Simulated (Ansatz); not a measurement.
Method: DFT PBE, scalar-relativistic, plane waves, PAW (Ansatz 0.2.0). All cells share a 420 eV cutoff and Γ-centred k meshes spaced at most about 0.3 Å⁻¹ (about 0.25 or finer for metals, 2π included). No spin polarisation.

Temperature and zero-point effects are left out.

Two forms of GaSe₄ were relaxed alike.

A.

```xyz
10
Lattice="3.7893 0.0000 0.0000 -1.8947 3.2817 0.0000 0.0000 0.0000 21.9733" Properties=species:S:1:pos:R:3 pbc="T T T"
Ga    0.0000    0.0000    1.2307
Ga    0.0000    0.0000   20.7426
Se    0.0000    2.1878    2.4122
Se    1.8947    1.0939   19.5610
Se    0.0000    2.1878   15.7127
Se    0.0000    0.0000   14.1615
Se    0.0000    0.0000    7.8118
Se    0.0000    2.1878    9.3659
Se    1.8947    1.0939   12.6073
Se    1.8947    1.0939    6.2606
```

B.

```xyz
10
Lattice="5.8220 0.0000 0.0000 0.0000 5.8220 0.0000 0.0000 0.0000 7.0759" Properties=species:S:1:pos:R:3 pbc="T T T"
Ga    0.0000    0.0000    5.3069
Ga    0.0000    0.0000    1.7690
Se    2.0812    0.8339    3.5380
Se    3.7408    4.9880    3.5380
Se    4.9880    2.0812    3.5380
Se    0.8339    3.7408    3.5380
Se    3.7408    0.8339    0.0000
Se    2.0812    4.9880    0.0000
Se    0.8339    2.0812    0.0000
Se    4.9880    3.7408    0.0000
```

Question: Which form is favoured at zero pressure, and by what margin per atom?

Answer: A is lower, by 144 meV/atom. A has space group P-3m1 (No. 164), 27.3 Å³/atom and a gap of 0.41 eV on its mesh; B has space group P4/mcc (No. 124), 24.0 Å³/atom and no gap. Counting Se atoms around Ga (those within 1.25 times the shortest such distance or 1.15 times the sum of covalent radii; the shortest distance is added where it is long for a bond), A has Ga 3 and B has Ga 8 from 2.9 Å. B holds Se–Se pairs (shortest 2.35 Å); in A the shortest Se–Se distance is 2.68 Å, near bonding range too. In A, around Ga lie 1 Ga at 2.46 Å and 3 Se at 2.49 Å; Se on its first site has 3 Ga at 2.49 Å; Se on its second site has 3 Se at 2.68 Å; 2 more sites not described. In B, Ga is surrounded by 8 Se at 2.86 Å; around Se lie 1 Se at 2.35 Å and 2 Ga at 2.86 Å. Both come from invented guesses.

Weakly bound directions are ill-defined at this level, which has no dispersion term (P-3m1), and this can change margins and order among such cells. Kohn–Sham gaps at this level usually fall short of measured ones. Cells relaxed within their symmetry can be saddle points.

The preference for A is largely a preference for unmixing: its coordinates show a GaSe-like layer with Ga–Ga bonds, stacked with slabs of pure selenium. In the GaSe part, divalent gallium pairs up and selenium reaches its octet, so the electron count closes. B instead spreads gallium among Se–Se pairs. Counted as diselenide anions, these would require tetravalent gallium, one electron more than its valence shell can supply. The shortfall probably leaves holes in Se–Se π* states, consistent with the missing gap, while the eight Ga–Se contacts at 2.86 Å are long and individually weak.

A is hardly a good form of selenium either. Its slab contacts of 2.68 Å are stretched and suggest delocalised, electron-rich bonding, whereas elemental selenium prefers twofold-coordinated chains with shorter bonds. The small gap may therefore stem from the slabs rather than the GaSe layer. The ordering thus supports segregation over B's mixed framework, but does not establish GaSe₄ as a compound stable against separation into a known gallium selenide and selenium.
